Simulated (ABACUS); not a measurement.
# BAs (F-43m) in ABACUS: further runs

Runs on BAs. Level: PBE. Tasks: equation of state.

Program: ABACUS 3.10.1. These are calculated values, not measurements. Logs are shortened: lines on timing, memory, paths and dates and some standing lists are left out, and cuts for length are marked.

**Experimental background.**

“Basic Physical Properties of Cubic Boron Arsenide”, 2019, arxiv:1911.11281 quotes, for a bulk crystal of BAs: bulk modulus 148 GPa.

The runs below are set against these values where they give the same quantity.

## Step 1: Starting point

It takes space group F-43m (No. 216, cubic). Conventional cell: a = 4.777 Å, b = 4.777 Å, c = 4.777 Å, α = 90.00°, β = 90.00°, γ = 90.00°. Around As (site symmetry -43m) lie 4 B at 2.07 Å. Around B (site symmetry -43m) lie 4 As at 2.07 Å.

## Step 2: Equation of state, PBE, 12.81 Å³/atom (volume scaled by 0.94)

run_abacus.py reads:

```python
"""ABACUS run from a structure file: ASE reads it, the script writes STRU, KPT and INPUT."""
import re
import subprocess
from ase.io import read
from ase.units import Bohr

atoms = read("BAs.xyz")
atoms = atoms[(-atoms.numbers).argsort(kind="stable")]  # ABACUS lists atoms element by element
pseudo = {'As': 'As.upf', 'B': 'B.upf'}
orbital = {'As': 'As_confined-atom_7au_3s3p3d1f.orb', 'B': 'B_confined-atom_7au_3s3p2d1f.orb'}
magmoms = None
kmesh = [7, 7, 7]
params = {
    'suffix': 'BAs',
    'calculation': 'scf',
    'basis_type': 'lcao',
    'pseudo_dir': './',
    'orbital_dir': './',
    'symmetry': 1,
    'dft_functional': 'pbe',
    'ecutwfc': 100,
    'pseudo_rcut': 7,
    'nspin': 1,
    'nbands': 13,
    'ks_solver': 'genelpa',
    'smearing_method': 'fd',
    'smearing_sigma': 0.00367493,
    'scf_thr': 1e-07,
    'scf_nmax': 100,
    'mixing_type': 'broyden',
    'mixing_beta': 0.7,
    'cal_force': 1,
    'cal_stress': 1,
    'out_mul': 1,
}

symbols = atoms.get_chemical_symbols()
elements = list(dict.fromkeys(symbols))
lines = ["ATOMIC_SPECIES"] + [f"{e} {atoms.get_masses()[symbols.index(e)]:.4f} {pseudo[e]}" for e in elements]
if orbital:
    lines += ["", "NUMERICAL_ORBITAL"] + [orbital[e] for e in elements]
lines += ["", "LATTICE_CONSTANT", f"{1 / Bohr:.10f}", "", "LATTICE_VECTORS"]
lines += [" ".join(f"{x:.10f}" for x in v) for v in atoms.cell]
lines += ["", "ATOMIC_POSITIONS", "Direct"]
for e in elements:
    lines += ["", e, "0.0", str(symbols.count(e))]
    for i, p in enumerate(atoms.get_scaled_positions(wrap=False)):
        if symbols[i] == e:
            mag = "" if magmoms is None else " mag " + " ".join(str(x) for x in (magmoms[i] if isinstance(magmoms[i], list) else [magmoms[i]]))
            lines.append(" ".join(f"{x:.10f}" for x in p) + " 1 1 1" + mag)
open("STRU", "w").write("\n".join(lines) + "\n")
open("KPT", "w").write("K_POINTS\n0\nGamma\n%d %d %d 0 0 0\n" % tuple(kmesh))
open("INPUT", "w").write("INPUT_PARAMETERS\n" + "".join(f"{k:<20s}{v}\n" for k, v in params.items()))

done = subprocess.run(['mpirun', '-np', '4', 'abacus'])
if done.returncode:
    raise SystemExit(done.returncode)
log = open("OUT.BAs/running_scf.log").read()
print("final energy (eV):", re.findall(r"FINAL_ETOT_IS (\S+)", log))
```

BAs.xyz reads:

```xyz
2
Lattice="0.0000000000 2.3397414207 2.3397414207 2.3397414207 0.0000000000 2.3397414207 2.3397414207 2.3397414207 0.0000000000" Properties=species:S:1:pos:R:3 pbc="T T T"
As     3.5096121310      3.5096121310      3.5096121310
B      0.0000000000      0.0000000000      0.0000000000
```

Potentials or basis: PseudoDojo NC SR 0.4.1 PBE standard, TZDP LCAO (the cutoffs set its grid).

Started as:

```console
$ OMP_NUM_THREADS=1 python run_abacus.py > log
```

running log:

```text
ABACUS v3.10.1

               Atomic-orbital Based Ab-initio Computation at UStc

 ------------------------------------------------------------------------------------

 READING GENERAL INFORMATION
                           global_out_dir = OUT.BAs/
                           global_in_card = INPUT
                               pseudo_dir = ./
                              orbital_dir = ./
                                    DSIZE = 4
                                    GSIZE = 1

 READING UNITCELL INFORMATION
                                    ntype = 2
                  lattice constant (Bohr) = 1.88973
              lattice constant (Angstrom) = 1

 READING ATOM TYPE 1
                               atom label = As
                      L=0, number of zeta = 3
                      L=1, number of zeta = 3
                      L=2, number of zeta = 3
                      L=3, number of zeta = 1
             number of atom for this type = 1

 READING ATOM TYPE 2
                               atom label = B
                      L=0, number of zeta = 3
                      L=1, number of zeta = 3
                      L=2, number of zeta = 2
                      L=3, number of zeta = 1
             number of atom for this type = 1

                        TOTAL ATOM NUMBER = 2
DIRECT COORDINATES
    atom                   x                   y                   z     mag                  vx                  vy                  vz
taud_As1            0.7500000000        0.7500000000        0.7500000000  0.0000        0.0000000000        0.0000000000        0.0000000000
taud_B1            0.0000000000        0.0000000000        0.0000000000  0.0000        0.0000000000        0.0000000000        0.0000000000

                          Volume (Bohr^3) = 172.874
                             Volume (A^3) = 25.6173

 Lattice vectors: (Cartesian coordinate: in unit of a_0)
                   +0            +2.33974            +2.33974
             +2.33974                  +0            +2.33974
             +2.33974            +2.33974                  +0
 Reciprocal vectors: (Cartesian coordinate: in unit of 2 pi/a_0)
            -0.213699           +0.213699           +0.213699
            +0.213699           -0.213699           +0.213699
            +0.213699           +0.213699           -0.213699
 The esolver type has been set to : ksdft_lcao

                PAO radial cut off (Bohr) = 7

 Read in pseudopotential file is As.upf
                     pseudopotential type = NC
          exchange-correlation functional = PBE
                 nonlocal core correction = 1
                        valence electrons = 15
                                     lmax = 2
                           number of zeta = 3
                     number of projectors = 6
                           L of projector = 0
[... 5 lines left out ...]
                PAO radial cut off (Bohr) = 7

 Read in pseudopotential file is B.upf
                     pseudopotential type = NC
          exchange-correlation functional = PBE
                 nonlocal core correction = 1
                        valence electrons = 3
                                     lmax = 1
                           number of zeta = 2
                     number of projectors = 4
                           L of projector = 0
                           L of projector = 0
                           L of projector = 1
                           L of projector = 1
     initial pseudo atomic orbital number = 13

 SETUP THE ELECTRONS NUMBER
            electron number of element As = 15
      total electron number of element As = 15
             electron number of element B = 3
       total electron number of element B = 3
            AUTOSET number of electrons:  = 18
                           occupied bands = 9
                                   NLOCAL = 63
                                   NBANDS = 13
                                   NBANDS = 13
                                   NLOCAL = 63

%%%%%%%%%%%%%%%%%%%%%%%%%%%%%%%%%%%%%%%%%%%%%%%%%%%%%%%%%%%%%%%%%%%%%%%%%%%%%%%%%%%%%%%%%%%%%%%%%%%%%%%%%%
 Warning: the number of valence electrons in pseudopotential > 5 for As: [Ar] 3d10 4s2 4p3
 Pseudopotentials with additional electrons can yield (more) accurate outcomes, but may be less efficient.
 If you're confident that your chosen pseudopotential is appropriate, you can safely ignore this warning.
%%%%%%%%%%%%%%%%%%%%%%%%%%%%%%%%%%%%%%%%%%%%%%%%%%%%%%%%%%%%%%%%%%%%%%%%%%%%%%%%%%%%%%%%%%%%%%%%%%%%%%%%%%

 SETUP THE PLANE WAVE BASIS
 energy cutoff for charge/potential (unit:Ry) = 400
            fft grid for charge/potential = [ 40, 40, 40 ]
                        fft grid division = [ 5, 5, 5 ]
        big fft grid for charge/potential = [ 8, 8, 8 ]
                                     nbxx = 128
[... 91 lines left out ...]
       3  0.28571429  0.28571429  0.28571429  0.0233       2
       4  0.42857143  0.42857143  0.42857143  0.0233       3
       5  0.14285714  0.14285714  0.00000000  0.0175       8
       6  0.28571429  0.14285714  0.28571429  0.0700       9
[... 12 lines left out ...]
      19 -0.42857143  0.42857143  0.14285714  0.0700      74
      20 -0.28571429  0.42857143  0.28571429  0.0700      75

                               nkstot now = 20
[... K-POINTS DIRECT COORDINATES: 20 rows ...]

           k-point number in this process = 20
       minimum distributed K point number = 20
[... stars of the k points ...]

[... K-POINTS CARTESIAN COORDINATES: 20 rows ...]

[... K-POINTS DIRECT COORDINATES: 20 rows ...]

 SETUP PLANE WAVES FOR WAVE FUNCTIONS
     energy cutoff for wavefunc (unit:Ry) = 100
              fft grid for wave functions = [ 40, 40, 40 ]
                    number of plane waves = 3839
                         number of sticks = 313

 PARALLEL PW FOR WAVE FUNCTIONS
     PROC   COLUMNS(POT)             PW
        1             78            959
        2             78            959
        3             79            963
        4             78            958
 --------------- sum -------------------
        4            313           3839

 SET NONLOCAL PSEUDOPOTENTIAL PROJECTORS
 SET NONLOCAL PSEUDOPOTENTIAL PROJECTORS
 max number of nonlocal projetors among all species is 6

 -------------------------------------------
 SELF-CONSISTENT
 -------------------------------------------

 SETUP SEARCHING RADIUS FOR PROGRAM TO SEARCH ADJACENT ATOMS
                  longest orb rcut (Bohr) = 7
   longest nonlocal projector rcut (Bohr) = 1.82
                     search radius (Bohr) = 17.6
              searching radius is (Bohr)) = 17.6
         searching radius unit is (Bohr)) = 1.89
                         PeriodicBoundary = 1
                        Radius(unit:lat0) = 9.34
                                   glayer = [ 5, 5, 5 ]
                             glayer_minus = [ 4, 4, 4 ]

Find the coordinate range of the input atom(unit:lat0).
                                  min_tau = [ -18.7, -18.7, -18.7 ]
                                  max_tau = [ 22.2, 22.2, 22.2 ]
                                BoxNumber = [ 9, 9, 9 ]

 SETUP EXTENDED REAL SPACE GRID FOR GRID INTEGRATION
                          real space grid = [ 40, 40, 40 ]
                 big cell numbers in grid = [ 8, 8, 8 ]
             meshcell numbers in big cell = [ 5, 5, 5 ]
                        extended fft grid = [ 11, 11, 11 ]
                dimension of extened grid = [ 31, 31, 31 ]
                            UnitCellTotal = 125
              Atom number in sub-FFT-grid = 2
    Local orbitals number in sub-FFT-grid = 63
                                ParaV.nnr = 75286
                                 init_chg = atomic

 LCAO ALGORITHM --------------- ION=   1  ELEC=   1--------------------------------

 Density error is 0.0889416486403
----------------------------------------------------------
     Energy           Rydberg                 eV
----------------------------------------------------------
 E_KohnSham     -217.9659043451      -2965.5782688162
 E_Harris       -218.9886820996      -2979.4938740649
 E_Fermi        0.9001486982         12.2471513427
----------------------------------------------------------
[... 80 lines left out ...]
 Density error is 2.29956762971e-08
----------------------------------------------------------
     Energy           Rydberg                 eV
----------------------------------------------------------
 E_KohnSham     -218.0075886856      -2966.1454133643
 E_KS(sigma->0) -218.0075886744      -2966.1454132125
 E_Harris       -218.0075889683      -2966.1454172102
 E_band         -14.1018790000       -191.8659069062
 E_one_elec     -97.9054304644       -1332.0717194581
 E_Hartree      59.4843287748        809.3258130430
 E_xc           -50.1010629328       -681.6599317430
 E_Ewald        -129.4854240409      -1761.7395749026
 E_entropy(-TS) -0.0000000223        -0.0000003036
 E_descf        0.0000000000         0.0000000000
 E_exx          0.0000000000         0.0000000000
 E_Fermi        0.9511673374         12.9412955401
----------------------------------------------------------

 charge density convergence is achieved
 final etot is -2966.1454134 eV
 EFERMI = 12.94129554 eV

 STATE ENERGY(eV) AND OCCUPATIONS    NSPIN == 1
 1/20 kpoint (Cartesian) = 0.0000 0.0000 0.0000 (722 pws)
       1       -23.6353     0.00583090
       2       -23.6353     0.00583090
       3       -23.6353     0.00583090
       4       -23.6065     0.00583090
       5       -23.6065     0.00583090
       6       -3.57398     0.00583090
       7        12.3819     0.00583082
       8        12.3819     0.00583082
       9        12.3819     0.00583082
      10        15.7677    1.64493e-27
      11        15.7677    1.64493e-27
      12        15.7677    1.64493e-27
      13        17.9437    2.06619e-46
[... 61 lines left out ...]
 6/20 kpoint (Cartesian) = 0.030528 0.091585 0.030528 (733 pws)
       1       -23.6360       0.139942
       2       -23.6280       0.139942
       3       -23.6277       0.139942
       4       -23.6085       0.139942
       5       -23.6037       0.139942
       6       -2.32735       0.139942
       7        7.59407       0.139942
       8        10.0505       0.139942
       9        10.2500       0.139942
      10        15.2607    1.00024e-21
      11        17.9214    7.74934e-45
      12        18.9308    1.32460e-53
      13        19.0446    1.35919e-54

[... levels at 14 further k points ...]

 correction force for each atom along direction 1 is 0.0379026
 correction force for each atom along direction 2 is 0.0121459
 correction force for each atom along direction 3 is 0.0154086
------------------------------------------------------------------------------------------
 TOTAL-FORCE (eV/Angstrom)
------------------------------------------------------------------------------------------
                       As1         0.0000000000         0.0000000000         0.0000000000
                        B1         0.0000000000         0.0000000000         0.0000000000
------------------------------------------------------------------------------------------

----------------------------------------------------------------
 TOTAL-STRESS (KBAR)
----------------------------------------------------------------
       132.2762351811         0.0000000000         0.0000000000
        -0.0000000000       132.2762351811        -0.0000000000
         0.0000000000        -0.0000000000       132.2762351811
----------------------------------------------------------------
 TOTAL-PRESSURE: 132.276235 KBAR

 --------------------------------------------
 !FINAL_ETOT_IS -2966.1454133643287605 eV
 --------------------------------------------
```

Run time: 7 s. Hardware: 4 MPI ranks of AMD EPYC 9R45 (Zen 5), shared host; peak memory 0.52 GiB.

What came out:

```yaml
Free_energy: -2966.1454 eV
Pressure: 13.2 GPa
Band_gap_on_the_k_mesh: 1.15 eV, indirect (least direct gap 3.39 eV)
Mulliken_charges: As -0.03; B +0.03 e
```

Caveat: the atomic orbitals were generated for these runs and aren't a published set; Mulliken charges move with the basis; an odd mesh through Γ misses points on the zone boundary, where band edges often lie; the basis of atomic orbitals isn't converged, which shifts pressures, moduli and gaps.

## Step 3: Equation of state, PBE, 13.35 Å³/atom (volume scaled by 0.98)

run_abacus.py is that of step 2.

BAs.xyz reads:

```xyz
2
Lattice="0.0000000000 2.3724693156 2.3724693156 2.3724693156 0.0000000000 2.3724693156 2.3724693156 2.3724693156 0.0000000000" Properties=species:S:1:pos:R:3 pbc="T T T"
As     3.5587039734      3.5587039734      3.5587039734
B      0.0000000000      0.0000000000      0.0000000000
```

Potentials or basis: PseudoDojo NC SR 0.4.1 PBE standard, TZDP LCAO (the cutoffs set its grid).

Started as:

```console
$ OMP_NUM_THREADS=1 python run_abacus.py > log
```

Run time: 8.4 s. Hardware: 4 MPI ranks of AMD EPYC 9R45 (Zen 5), shared host; peak memory 0.48 GiB.

The run converged. Its results:

* Free energy: -2966.2107 eV
* Pressure: 6.2 GPa
* Band gap on the k mesh: 1.20 eV, indirect (least direct gap 3.33 eV)
* Mulliken charges: As -0.03; B +0.03 e

Caveat: the atomic orbitals were generated for these runs and aren't a published set; Mulliken charges move with the basis; an odd mesh through Γ misses points on the zone boundary, where band edges often lie; the basis of atomic orbitals isn't converged, which shifts pressures, moduli and gaps.

## Step 4: Equation of state, PBE, 13.90 Å³/atom (volume scaled by 1.02)

run_abacus.py is that of step 3.

BAs.xyz reads:

```xyz
2
Lattice="0.0000000000 2.4043183418 2.4043183418 2.4043183418 0.0000000000 2.4043183418 2.4043183418 2.4043183418 0.0000000000" Properties=species:S:1:pos:R:3 pbc="T T T"
As     3.6064775127      3.6064775127      3.6064775127
B      0.0000000000      0.0000000000      0.0000000000
```

Started as:

```console
$ OMP_NUM_THREADS=1 python run_abacus.py > log
```

Run time: 8.1 s. Hardware: 4 MPI ranks of AMD EPYC 9R45 (Zen 5), shared host; peak memory 0.48 GiB.

It converged, with:

- Free energy: -2966.2332 eV
- Pressure: 0.5 GPa
- Band gap on the k mesh: 1.24 eV, indirect (least direct gap 3.28 eV)
- Mulliken charges: As -0.04; B +0.04 e

Caveat: the atomic orbitals were generated for these runs and aren't a published set; Mulliken charges move with the basis; an odd mesh through Γ misses points on the zone boundary, where band edges often lie; the basis of atomic orbitals isn't converged, which shifts pressures, moduli and gaps.

## Step 5: Equation of state, PBE, 14.44 Å³/atom (volume scaled by 1.06)

run_abacus.py is that of step 4.

BAs.xyz reads:

```xyz
2
Lattice="0.0000000000 2.4353452264 2.4353452264 2.4353452264 0.0000000000 2.4353452264 2.4353452264 2.4353452264 0.0000000000" Properties=species:S:1:pos:R:3 pbc="T T T"
As     3.6530178396      3.6530178396      3.6530178396
B      0.0000000000      0.0000000000      0.0000000000
```

Started as:

```console
$ OMP_NUM_THREADS=1 python run_abacus.py > log
```

Run time: 7.7 s. Hardware: 4 MPI ranks of AMD EPYC 9R45 (Zen 5), shared host; peak memory 0.52 GiB.

Results (log left out):

```yaml
Free_energy: -2966.2202 eV
Pressure: -4.2 GPa
Band_gap_on_the_k_mesh: 1.28 eV, indirect (least direct gap 3.23 eV)
Mulliken_charges: As -0.06; B +0.06 e
```

Caveat: the atomic orbitals were generated for these runs and aren't a published set; Mulliken charges move with the basis; an odd mesh through Γ misses points on the zone boundary, where band edges often lie; the basis of atomic orbitals isn't converged, which shifts pressures, moduli and gaps.

## Step 6: Equation of state, PBE

Potentials or basis: PseudoDojo NC SR 0.4.1 PBE standard, TZDP LCAO (the cutoffs set its grid).

This step only gathers the single runs of the series.

Results:

```
Equilibrium volume                      : 13.96 Å³/atom
Bulk modulus                            : 131 GPa
Pressure derivative of the bulk modulus : 3.7 (rough: it moves with the points fitted)
```

Energy against volume, from the lowest point:
| volume (Å³/atom) | energy (meV/atom) |
| --- | --- |
| 12.809 | 43.90 |
| 13.354 | 11.27 |
| 13.899 | 0.00 |
| 14.444 | 6.50 |

Caveat: the atomic orbitals were generated for these runs and aren't a published set; the basis of atomic orbitals isn't converged, which shifts pressures, moduli and gaps. PBE usually gives volumes a little too large and moduli too small.

## Step 7: Comparison with measurements

Step 6. Against the measured bulk modulus of BAs, 148 GPa (quoted in “Basic Physical Properties of Cubic Boron Arsenide”, 2019, arxiv:1911.11281), the calculated 131 GPa is off by -11.6 %. The fit is for a static lattice scaled at fixed shape and fixed fractional positions.
